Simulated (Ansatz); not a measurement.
CoPt (L1₀ or tetragonal B2, space group No. 123) under volume change, plane-wave PAW PBEsol (Ansatz code), shape and atoms relaxed at each volume.

| V (Å³/atom) | E − E(relaxed) (meV/atom) | P (GPa) |
|---|---|---|
| 11.779 | 99.8 | 30.09 |
| 12.167 | (withheld) | (withheld) |
| 12.555 | 9.8 | 8.34 |
| 12.943 | 0.0 | 0.00 |
| 13.332 | 8.7 | -6.93 |
| 13.720 | (withheld) | (withheld) |
| 14.108 | 69.0 | -17.29 |

**Question.** Some entries are withheld; supply them.

**Answer.** 
- 13.720, E − E(relaxed) (meV/atom): 32.6
- 13.720, P (GPa): -12.61
- 12.167, E − E(relaxed) (meV/atom): 41.7
- 12.167, P (GPa): 18.26

**Question.** What does a third-order Birch–Murnaghan fit give for V₀, B₀ and B′?

**Answer.** V₀ = 12.94 Å³/atom, B₀ = 251 GPa, B′ = 5.1.

Space group P4/mmm (L1₀ or tetragonal B2). Symmetry was held in the PBEsol relaxation. The final state is ferromagnetic, chosen from 5 collinear starts compared on coarse meshes (ties went to the first, and starts can fall back to one state), not a proven ground state. Textbook magnetic order: ferromagnetic. Scalar-relativistic: spin–orbit coupling is off unless named, which matters more the heavier the elements.

Potentials: the later of the program's two PAW sets.
